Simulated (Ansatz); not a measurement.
# Al under changes of volume

One of the cells (16.603 Å³/atom); the others are scaled copies at fixed shape and fractional positions:

```
Al
1.0
     0.00000    2.02481    2.02481
     2.02481    0.00000    2.02481
     2.02481    2.02481    0.00000
Al
1
Cartesian
  0.0000 0.0000 0.0000
```

| Item | Value |
| --- | --- |
| Program | Ansatz 0.2.0 |
| Functional | HISS |
| Potentials or basis | Ansatz PAW |
| Cutoff | 420 eV (not typed: the program's choice for these potentials) |
| k mesh | 6 × 6 × 6 |
| Occupations | fermi-dirac, width 0.05 eV |
| Spin | no spin polarisation |

| volume (Å³/atom) | energy over the lowest point (meV/atom) | pressure (GPa) |
| --- | --- | --- |
| 15.607 | ? | ? |
| 15.939 | 0.87 | 1.3 |
| 16.271 | 0.00 | -0.4 |
| 16.603 | 2.52 | -2.0 |
| 16.935 | 8.01 | -3.4 |
| 17.267 | 16.27 | -4.7 |
| 17.599 | 27.10 | -5.9 |

Question: What does the run at 15.607 Å³/atom give?

Answer: Energy over the lowest point 5.46 meV/atom; pressure 3.3 GPa.

Worked out: A Birch-Murnaghan fit of order 3 (a polynomial in V^(-2/3)) to the other rows has its minimum at 16.19 Å³/atom with B0 = V·E''(V) = 80 GPa and B' = 3.4. It gives 5.34 meV/atom at 15.607 Å³/atom, against the run's 5.46, and -dE/dV = 3.1 GPa, against 3.3.

Energies are extrapolated to zero smearing.

Caveats: all runs use coarse meshes; the PAW data sets come from PBE, with cores solved anew for the run's functional, which leaves a small shift of forces and pressure; the thresholds are loose for stress.
